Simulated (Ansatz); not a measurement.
# Rh (Fm-3m) in Ansatz: a series of runs

The runs below take Rh through band structure, with PBE.

Program: Ansatz 0.2.0. These are calculated values, not measurements. Logs are shortened: lines on timing, memory, paths and dates and some standing lists are left out, and cuts for length are marked.

## (1) The crystal as given

The structure is cubic, space group Fm-3m (No. 225). The conventional cell has a = 3.796 Å, b = 3.796 Å, c = 3.796 Å, α = 90.00°, β = 90.00°, γ = 90.00°. Rh (site symmetry m-3m) is surrounded by 12 Rh at 2.68 Å.

## (2) Band structure, PBE, 13.12 Å³/atom

File input.yaml:

```yaml
crystal:
  lattice:
    - [0.0, 1.89785, 1.821936]
    - [1.89785, 0.0, 1.821936]
    - [1.89785, 1.89785, 0.0]
  atoms:
    - { symbol: Rh, position: [0.0, 0.0, 0.0] }
hamiltonian:
  xc: pbe
  pseudopotentials: { kind: paw }
kpoints:
  mp_grid: { grid: [10, 10, 10] }
  band_path:
    path:
      - [[0.0, 0.0, 0.0], [0.0, 0.5, 0.5], [0.2712673611, 0.5, 0.7712673611], [0.3856336806, 0.3856336806, 0.7712673611], [0.0, 0.0, 0.0], [-0.5, -0.5, 0.0], [-0.3856336806, -0.3856336806, 0.2287326389], [0.0, 0.0, 0.5], [-0.25, 0.25, 0.5], [-0.5, -0.2712673611, 0.2287326389], [-0.5, -0.5, 0.0]]
      - [[0.0, 0.5, 0.5], [-0.25, 0.25, 0.5]]
    npoints: 14
scf:
  occupations: { method: fermi_dirac, width: 0.05 }
  n_extra_bands: 6
output:
  forces: true
  stress: true
  eigenvalues: true
  fatbands: true
  write_density: true
  write_potential: true
  elf: true
  volumetric_format: npy
```

Potentials or basis: Ansatz PAW.

Command:

```sh
> ansatz run input.yaml --threads 2 --pin off --max-ram 5632MiB --backend cpu --events-out ev --progress --plain --runs-dir out
```

Log:

```text
Warning: RAYON_NUM_THREADS=2 ignored (pool sized by the plan → 2); use --threads N
scf.n_extra_bands = 6 over 9 filled bands (N_el = 17.0): the run solves 15 bands
Engine: ansatz 0.2.0, aarch64-unknown-linux-gnu
Pseudopotentials: kind: paw
Pseudopotential: Rh, paw, valence charge 17, recommended cutoff 420 eV (normal), Rh.paw.azcp
Functional definition: PBE
  parameter kappa = 0.804
  parameter beta = 0.06672455060314922
  exchange = pbe_x(kappa = kappa, mu = beta*pi^2/3)
  correlation = pbe_c(beta = beta)
Crystal: 1 atoms, lattice volume = 13.125 Å³
Basis set: ecut = 420 eV, 267 PW (Γ), exchange–correlation on 36×36×36 points (8 copies of the dense FFT grid, shifted against one another)
Bands: 15, of which v1, the nominal top of the filled ones, is band 9 counted from 1 (8 counted from 0)
Symmetry: 16 space group operations
Space group: I4/mmm (ITA 139), of the structure as read, at distance tolerance 2.4e-5 Å
k-points: 102 of 1000
Non-local potential: Rh, projectors of the file, l = 0: 3, l = 1: 2, l = 2: 2, l = 3: 1
PAW form: soft (Blöchl's): semilocal exchange-correlation on the pseudo side does not see the compensation charge
PAW one-centre angular grid: Rh, 590 points (default); XC on 64 Gauss nodes
Initial density: superposition of atomic densities (neutral atoms: chi_scale 0, normalization atom), corrected by the library's trained network
Initial wavefunctions: pseudopotential atomic-orbital guess
Functional: x = pbe(κ = 0.804, μ = 0.2195149727645171), c = pbe(β = 0.06672455060314922)
SCF iter   1: F=—  HF=-6402.835834 eV  |F-HF|=—  |Δ(HF+E_count)|=         —  Δρ=3.81e-3  dr2=4.30e-4  ethr=1.77e-3  ⟨swp⟩=5.6  Hψ=8225  notcnv=0  defer=5
preconditioner: auto → none  [metal: Δε(μ)=0.020 eV  Ē_g=18.679 eV  σ=0.050 eV  W_gap=0.10  n_scr=0 (ndim 8)  ℏωp=30.7 eV  f_vac=0.000  D(μ)=1.45/eV (n_scr^D=14)]
SCF iter   2: F=—  HF=-6402.836056 eV  |F-HF|=—  |Δ(HF+E_count)|=   2.23e-4  Δρ=1.84e-3  dr2=7.79e-5  ethr=2.53e-6  ⟨swp⟩=2.1  Hψ=2963  notcnv=0  defer=91
SCF iter   3: F=—  HF=-6402.836124 eV  |F-HF|=—  |Δ(HF+E_count)|=   6.75e-5  Δρ=8.28e-4  dr2=1.63e-5  ethr=4.58e-7  ⟨swp⟩=2.4  Hψ=2020  notcnv=0  defer=91
SCF iter   4: F=—  HF=-6402.836145 eV  |F-HF|=—  |Δ(HF+E_count)|=   2.13e-5  Δρ=1.17e-4  dr2=3.97e-7  ethr=9.58e-8  ⟨swp⟩=2.3  Hψ=2011  notcnv=0  defer=91
iter 5 did not close the SCF: its close was put off for the readings that it lacked (scf_convergence_deferred on its scf_iter line)
SCF iter   5: F=-6402.836146 eV  HF=-6402.836146 eV  |F-HF|=1.96e-9  |Δ(HF+E_count)|=   5.41e-7  Δρ=1.49e-5  dr2=8.32e-9  ethr=2.34e-9  ⟨swp⟩=2.1  Hψ=1978  notcnv=0  defer=91
SCF iter   6: F=-6402.836146 eV  HF=-6402.836146 eV  |F-HF|=2.91e-11  |Δ(HF+E_count)|=  4.09e-10  Δρ=6.94e-7  dr2=4.30e-11  ethr=4.89e-11  ⟨swp⟩=8.2  Hψ=8566  notcnv=0
SCF 1 converged in 6 iterations: F = -6402.836146 eV  dr2 = 4.30e-11
NSCF: frozen V_eff on 156 k-points
SCF converged after 6 iterations
Free energy (F): -6402.836146 eV
Harris-Foulkes:  -6402.836146 eV  (|F-HF|=2.91e-11)
Internal energy: -6402.824361 eV  (E = F + TS)
E sigma→0 (E₀):  -6402.830253 eV
Entropy (-TS):   -0.011785 eV (-11.785 meV/atom)
Fermi energy:    23.790929 eV
--- Per-component energies (eV) ---
  E_band       = -65.018547
  E_kinetic    = 575.303196
  E_local      = -1506.472247  (includes V_loc(G=0)·N_el)
  E_nonlocal   = 354.558109
  E_hartree    = 531.213772
  E_xc         = -222.725925
  E_vxc        = -279.705180  (∫ρ·V_xc dr)
  E_paw        = -3586.962144  (= ΣΔE_a)
  E_vpaw       = -271.131088  (= ΣTr[D̂ρ^β])
  E_aug_tail   = 0.000845  (compensation charges beyond the density's cutoff)
  E_ewald      = -2547.739966
  E_smearing   = -0.011785  (= −TS)
  E_closure    = -0.000000  (closes the sum)
  Σ components = -6402.836146   (vs F -6402.836146, Δ=0.00e0)
--- Forces (eV/Å), atoms counted from 1 ---
  atom   1  Rh     0.00000000     0.00000000     0.00000000
  max |Σ_I F_I| component: 7.70e-34 eV/Å
--- Stress (GPa, compression-positive) ---
       17.534798       0.000000       0.000000
        0.000000      17.534798       0.000000
        0.000000       0.000000      28.015720
  P = ⅓ Tr σ = 21.0284 GPa (210.284 kbar)
--- Band table (eV; the first three rows and the last of 102) ---
  k-point 0: bands = ["-55.2693", "-22.6812", "-22.6812", "-22.6535", "15.4530", "20.3065", "20.3065", "20.7569", "22.4034", "22.9605", "39.5312", "44.6465", "44.6465", "46.0138", "51.2375"]
  k-point 1: bands = ["-55.2561", "-22.7583", "-22.6950", "-22.6707", "15.8651", "20.2190", "20.4609", "20.8259", "22.3477", "22.8541", "40.1253", "43.2904", "45.2596", "46.2150", "52.8228"]
  k-point 2: bands = ["-55.2216", "-22.9771", "-22.7310", "-22.6953", "16.8569", "20.0864", "20.6563", "21.0456", "22.4825", "22.7851", "40.5424", "41.2210", "46.9364", "47.8080", "50.5497"]
  k-point 101: bands = ["-55.0703", "-23.4708", "-23.0355", "-23.0355", "16.9742", "17.3429", "24.3301", "24.8554", "24.8554", "27.7137", "36.8135", "36.8135", "37.4093", "47.0222", "47.2629"]
```

bands.tsv:

```text
# k_distance	band_0	band_1	band_2	band_3	band_4	band_5	band_6	band_7	band_8	band_9	band_10	band_11	band_12	band_13	band_14
# fermi_ev = 23.790929
# lock_threshold_ev = 1e-12
# [0, 0, 0] at k_distance = 0.000000
[... 170 lines left out ...]
12.075115	-78.882710	-47.098555	-46.917334	-46.788410	-5.516864	-4.967054	-3.083842	-0.993953	0.831548	8.403605	11.351500	11.451635	12.873559	25.033935	27.575635
12.136697	-78.882678	-47.069242	-46.947150	-46.789258	-5.396517	-4.703233	-3.445739	-1.135313	0.831892	8.944422	10.923295	11.388868	12.828942	25.353283	27.071712
12.198280	-78.882658	-47.039068	-46.977636	-46.789785	-5.317542	-4.418640	-3.789293	-1.227511	0.832105	9.470787	10.464354	11.350610	12.802098	25.721755	26.587942
12.259863	-78.882651	-47.008405	-47.008405	-46.789964	-5.289935	-4.113803	-4.113803	-1.259631	0.832178	9.978793	9.978793	11.337767	12.793134	26.135269	26.135269
```

fatbands.tsv:

```text
# ik	k_distance	band	e_minus_ef	rh0_l0_4S	rh0_l0_5S	rh0_l1_4P	rh0_l2_4D
# fermi_ev = 23.790929
# lock_threshold_ev = 1e-12
# [0, 0, 0] at k_distance = 0.000000
# [0, 0.5, 0.5] at k_distance = 1.655343
# [0.2712673611, 0.5, 0.7712673611] at k_distance = 2.553424
# [0.3856336806, 0.3856336806, 0.7712673611] at k_distance = 3.088889
# [0, 0, 0] at k_distance = 4.894432
# [-0.5, -0.5, 0] at k_distance = 6.618748
# [-0.3856336806, -0.3856336806, 0.2287326389] at k_distance = 7.154213
# [0, 0, 0.5] at k_distance = 8.225003
# [-0.25, 0.25, 0.5] at k_distance = 9.395507
# [-0.5, -0.2712673611, 0.2287326389] at k_distance = 10.640443
# [-0.5, -0.5, 0] at k_distance = 11.397705
# [0, 0.5, 0.5] at k_distance = 11.397705
# [-0.25, 0.25, 0.5] at k_distance = 12.259863
# jumps = 141
# n_points = 156
0	0.000000	0	-79.060192	0.957704	0.042288	0.000000	0.000000
0	0.000000	1	-46.472134	0.000000	0.000000	0.999977	0.000000
0	0.000000	2	-46.472134	0.000000	0.000000	0.999977	0.000000
0	0.000000	3	-46.444446	0.000000	0.000000	0.999977	0.000000
0	0.000000	4	-8.337943	0.042262	0.955970	0.000000	0.000002
0	0.000000	5	-3.484405	0.000000	0.000000	0.000000	0.999758
[... 2333 lines left out ...]
155	12.259863	13	26.135269	0.000000	0.000000	0.000008	0.000753
155	12.259863	14	26.135269	0.000000	0.000000	0.000008	0.000753
```

Run time: 1.9 s. Hardware: 2 threads of Arm Neoverse V1, shared host; peak memory 0.27 GiB.

Results:

```
Free energy            : -6402.8361 eV
Pressure               : 21.0 GPa
Band gap on the k mesh : none (metal or under the smearing width)
```

## (3) Band structure, PBE, 13.40 Å³/atom

File input.yaml:

```yaml
crystal:
  lattice:
    - [0.0, 1.89785, 1.859893]
    - [1.89785, 0.0, 1.859893]
    - [1.89785, 1.89785, 0.0]
  atoms:
    - { symbol: Rh, position: [0.0, 0.0, 0.0] }
hamiltonian:
  xc: pbe
  pseudopotentials: { kind: paw }
kpoints:
  mp_grid: { grid: [10, 10, 10] }
  band_path:
    path:
      - [[0.0, 0.0, 0.0], [0.0, 0.5, 0.5], [0.2603082049, 0.5, 0.7603082049], [0.3801541025, 0.3801541025, 0.7603082049], [0.0, 0.0, 0.0], [-0.5, -0.5, 0.0], [-0.3801541025, -0.3801541025, 0.2396917951], [0.0, 0.0, 0.5], [-0.25, 0.25, 0.5], [-0.5, -0.2603082049, 0.2396917951], [-0.5, -0.5, 0.0]]
      - [[0.0, 0.5, 0.5], [-0.25, 0.25, 0.5]]
    npoints: 14
scf:
  occupations: { method: fermi_dirac, width: 0.05 }
  n_extra_bands: 6
output:
  forces: true
  stress: true
  eigenvalues: true
  fatbands: false
```

Potentials or basis: Ansatz PAW.

Command:

```sh
> ansatz run input.yaml --threads 2 --pin off --max-ram 5632MiB --backend cpu --events-out ev --progress --plain --runs-dir out
```

Run time: 1.4 s. Hardware: 2 threads of Arm Neoverse V1, shared host; peak memory 0.26 GiB.

It converged, with:

```
Free energy            : -6402.8745 eV
Pressure               : 13.8 GPa
Band gap on the k mesh : none (metal or under the smearing width)
```
